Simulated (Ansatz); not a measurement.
Space group Pm-3m (No. 221). a = 3.187 Å, b = 3.187 Å, c = 3.187 Å, α = 90.00°, β = 90.00°, γ = 90.00°
| atom | site | symmetry | x | y | z |
| --- | --- | --- | --- | --- | --- |
| Zn | 1b | m-3m | 0.5000 | 0.5000 | 0.5000 |
| Au | 1a | m-3m | 0.0000 | 0.0000 | 0.0000 |

Equation of state of this ZnAu structure (not necessarily the ground state), with shape and atoms relaxed at each volume where symmetry leaves them free. It has no gap at any of these volumes. Computed with Ansatz 0.2.0, DFT PBE, scalar-relativistic, plane waves, PAW.

Plane waves to 420 eV, a k mesh through Γ of 14×14×14 on the computed 2-atom cell and Gaussian smearing (0.10 eV); no spin polarisation.

```tsv
V (Å³/atom)	E − E(largest V) (meV/atom)	P (GPa)
15.210	5.53	8.51
15.695	-12.93	3.83
16.181	-18.56	-0.01
16.666	-13.63	-3.17
17.151	0.00	-5.76
```

Question: Fit a third-order Birch–Murnaghan equation to E(V).

Answer: V0 = 16.18 Å³/atom, B0 = 116 GPa, B0' = 5.5.

Spin-orbit coupling is left out, which matters for the bands of heavy elements.